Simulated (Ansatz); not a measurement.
ScAl:

```
Sc Al
1.0
     3.37035    0.00000    0.00000
     0.00000    3.37035    0.00000
     0.00000    0.00000    3.37035
Sc Al
1 1
Cartesian
  1.6852 1.6852 1.6852
  0.0000 0.0000 0.0000
```

The cell comes from a database or a generator and needn't be the stable form of this composition.

* Program: Ansatz 0.2.0
* Task: relaxation of cell and atoms
* Functional: PBEsol
* Potentials or basis: Ansatz PAW
* Cutoff: 420 eV (not typed: the program's choice for these potentials)
* k mesh: 8 × 8 × 8
* Occupations: fermi-dirac, width 0.05 eV
* Spin: no spin polarisation

At the start: volume 19.14 Å³/atom.

Problem. How do energy, volume and symmetry change on relaxing?

Solution. It ends after 6 steps and the volume is 18.71 Å³/atom (-2.2 %); space group Pm-3m (No. 221, to 0.05 Å).

The path:
```
step  energy change (eV)  largest force (eV/Å)  volume (Å³)
   1              0.0000                0.0000        38.28
   2             -0.0026                0.0000        36.83
   3             -0.0050                0.0000        37.45
   4             -0.0049                0.0000        37.45
   5             -0.0049                0.0000        37.43
   6             -0.0049                0.0000        37.43
```

Final structure:
```xyz
2
Lattice="3.3450 0.0000 0.0000 0.0000 3.3450 0.0000 0.0000 0.0000 3.3450" Properties=species:S:1:pos:R:3 pbc="T T T"
Sc    1.6725    1.6725    1.6725
Al    0.0000    0.0000    0.0000
```

Caveat: the plane-wave basis is chosen anew once the cell has moved, so the energies of steps on either side of that aren't comparable; the PAW data sets come from PBE, with cores solved anew for the run's functional, which leaves a small shift of forces and pressure.
